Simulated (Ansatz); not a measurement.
Runs of Ansatz 0.2.0 on GaAs. The structure is cubic, space group F-43m (No. 216). Conventional cell: a = 5.654 Å, b = 5.654 Å, c = 5.654 Å, α = 90.00°, β = 90.00°, γ = 90.00°. As (site symmetry -43m) has 4 Ga at 2.45 Å as nearest neighbours. Ga (site symmetry -43m) has 4 As at 2.45 Å as nearest neighbours. 

| task | level | potentials or basis | cell | k mesh | cutoff (eV) | smearing | basis error allowed | gap on the mesh (eV) | pressure (GPa) | relaxed volume (Å³/atom) |
| --- | --- | --- | --- | --- | --- | --- | --- | --- | --- | --- |
| single point | PBE | all-electron LAPW, scalar-relativistic | as given | 8 × 8 × 8 | 316 | gaussian 0.025 eV | 0.001 eV/atom | 0.52 | 3.3 | - |
| phonons | PBE | all-electron LAPW, scalar-relativistic | as given | 6 × 6 × 6 | 341 | fermi-dirac 0.05 eV | 0.001 eV/atom | 0.52 | - | - |
| Born charges and dielectric tensor | PBE | all-electron PAW datasets made for the crystal | as given | 8 × 8 × 8 | 250 | fixed | - | 0.52 | - | - |
| relaxation of cell and atoms | revPBE | all-electron LAPW, scalar-relativistic | relaxed | 8 × 8 × 8 | - | fermi-dirac 0.05 eV | 0.001 eV/atom | - | 0.0 | (a) |
| single point | PBE | all-electron LAPW, scalar-relativistic | as given | 6 × 6 × 6 | 267 | fermi-dirac 0.06 eV | 0.004 eV/atom | 0.52 | 3.3 | - |
| relaxation of cell and atoms | revPBE+D4 | all-electron LAPW, scalar-relativistic | relaxed | 8 × 8 × 8 | - | fermi-dirac 0.05 eV | 0.001 eV/atom | 0.68 | 0.0 | (b) |
| band structure | RPBE | all-electron LAPW, scalar-relativistic | as given | 8 × 8 × 8 | 316 | fermi-dirac 0.05 eV | 0.001 eV/atom | 0.65 | 5.2 | - |

Alike in all rows: no spin polarisation.

Task: Fill in the values left out.

Result: (a) 24.23; (b) 22.39.

Caveats: the gap is small at this level, which inflates the dielectric constant (some runs); the program warned that the printed levels may be off, so bands, gaps and densities of states are rough (some runs).

A k mesh can miss the band edges, and the runs leave out spin-orbit coupling on As, Ga.

The runs don't all hold the same shells in valence.
